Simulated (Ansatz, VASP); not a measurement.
## Two plane-wave programs on MoS2

```
S Mo
1.0
     3.15424    0.00000    0.00000
    -1.57712    2.73165    0.00000
     0.00000    0.00000   32.26302
S Mo
2 1
Direct
  0.33333 0.66667 0.45142
  0.33333 0.66667 0.54858
  0.66667 0.33333 0.50000
```

Alike in both runs: functional PBE; dispersion D3(BJ); k mesh 12 × 12 × 1; occupations gaussian, width 0.02 eV; no spin polarisation.

Ansatz relaxed the structure, and its values are those at the end. VASP's run is a single point on that final structure, the one shown.

|  | VASP | Ansatz |
| --- | --- | --- |
| version | VASP 6.6.1 | Ansatz 0.2.0 |
| potentials or method | VASP PAW PBE potentials, release 64 (S, Mo_sv) | scalar-relativistic, plane waves, PAW |
| plane-wave cutoff (eV) | 520 | 420 |
| valence electrons in the cell | 26 | 26 |

|  | VASP | Ansatz | Ansatz less VASP |
| --- | --- | --- | --- |
| gap on the k mesh at the Fermi level (eV) | 1.78 | 1.78 | -0.004 |
| least direct gap on the mesh (eV) | 1.78 | 1.78 | -0.004 |
| rms of the force components (eV/Å) | 0.004 | 0.001 | -0.0029 |
